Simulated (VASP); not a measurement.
A VASP 6.6.1 single-point calculation on CdS

INCAR

```
EDIFF = 1E-7
GGA = PE
PREC = Accurate
ISMEAR = 1
LREAL = .FALSE.
LCHARG = .FALSE.
SIGMA = 0.4
NSW = 0
ISIF = 2
ENCUT = 520
NBANDS = 16
LWAVE = .FALSE.
IBRION = -1
NELM = 50
LASPH = .TRUE.
```

KPOINTS

```
KPOINTS created by Atomic Simulation Environment
0
Gamma
8 8 8
0 0 0
```

POSCAR

```
Cd S
 1.0000000000000000
    -0.0000000000000000    2.9392148430445664    2.9392148430445664
     2.9392148430445664    0.0000000000000000    2.9392148430445664
     2.9392148430445664    2.9392148430445664    0.0000000000000000
 Cd  S
   1   1
Cartesian
  0.0000000000000000  0.0000000000000000 -0.0000000000000000
  1.4696074215222832  1.4696074215222832  1.4696074215222832
```

The recommended PBE PAW datasets give the neutral cell 18 valence electrons.

Command

```
mpirun -np 1 vasp_std
```

Task: Predict the outcome of this run.

Result: It converged. Results: gap between bands v and c on the k mesh 1.10 eV; least direct gap on the k mesh 1.10 eV; pressure 1.7 GPa. Band v is the last that the valence electrons fill when counted band by band, and c is the next.

OSZICAR

```
N       E                     dE             d eps       ncg     rms          rms(c)
DAV:   1     0.110410743845E+03    0.11041E+03   -0.88930E+03   944   0.102E+03
DAV:   2    -0.238788734008E+01   -0.11280E+03   -0.10599E+03  1128   0.255E+02
DAV:   3    -0.665755413343E+01   -0.42697E+01   -0.42633E+01  1184   0.517E+01
DAV:   4    -0.668316311819E+01   -0.25609E-01   -0.25607E-01  1192   0.392E+00
DAV:   5    -0.668352000040E+01   -0.35688E-03   -0.35688E-03  1128   0.436E-01    0.771E+00
DAV:   6    -0.615430949074E+01    0.52921E+00   -0.84972E-01  1408   0.114E+01    0.625E+00
DAV:   7    -0.613580548777E+01    0.18504E-01   -0.19148E-01  1128   0.299E+00    0.308E+00
DAV:   8    -0.613606712333E+01   -0.26164E-03   -0.17262E-02  1104   0.165E+00    0.291E-01
DAV:   9    -0.613600079386E+01    0.66329E-04   -0.20246E-03  1136   0.652E-01    0.592E-02
DAV:  10    -0.613613196398E+01   -0.13117E-03   -0.24429E-04  1120   0.155E-01    0.693E-02
DAV:  11    -0.613621793151E+01   -0.85968E-04   -0.13909E-04  1080   0.919E-02    0.247E-02
DAV:  12    -0.613620952183E+01    0.84097E-05   -0.24859E-05  1280   0.635E-02    0.995E-03
DAV:  13    -0.613621074913E+01   -0.12273E-05   -0.38132E-06  1112   0.114E-02    0.884E-03
DAV:  14    -0.613621048984E+01    0.25928E-06   -0.27616E-07  1256   0.318E-03    0.496E-03
DAV:  15    -0.613621047286E+01    0.16980E-07   -0.34977E-08   688   0.118E-03
   1 F= -.61362105E+01 E0= -.61392963E+01  d E =0.925734E-02
```

One setting is odd (smearing far too wide), but here it hardly changes the result.

On sound settings PBE gives a gap of 1.10 eV on its mesh and a pressure of 1.7 GPa for the intended cell. This run's energy (σ→0) differs from it by 0 meV an atom.
